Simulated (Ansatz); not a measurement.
Take a crystal in which O has been replaced by S on all its sites, with the cell rescaled by a rough guess (in some cases also distorted within its space group) and nothing relaxed:

```
S
1.0
     2.41125    0.00000    0.00000
     0.00000    2.41125    0.00000
     0.00000    0.00000    4.51824
S
1
Cartesian
  0.0000 0.0000 0.0000
```

All numbers below come from DFT PBE, scalar-relativistic, plane waves, PAW (Ansatz).

Plane waves to 420 eV, a k mesh through Γ of 18×18×10 on the computed 1-atom cell and Gaussian smearing (0.10 eV); no spin polarisation.

Question: Will this cell want to expand or contract, and how hard?

Answer: The pressure is -2.3 GPa (positive in compression), so the cell would contract.

Question: Is it a metal on this mesh?

Answer: Yes, a band crosses the Fermi level.

The cell holds layers, and where no dispersion correction was added their binding is poorly described. Spin polarisation was left out, and a magnetic state may lie lower.

This form isn't the element's structure at ambient conditions.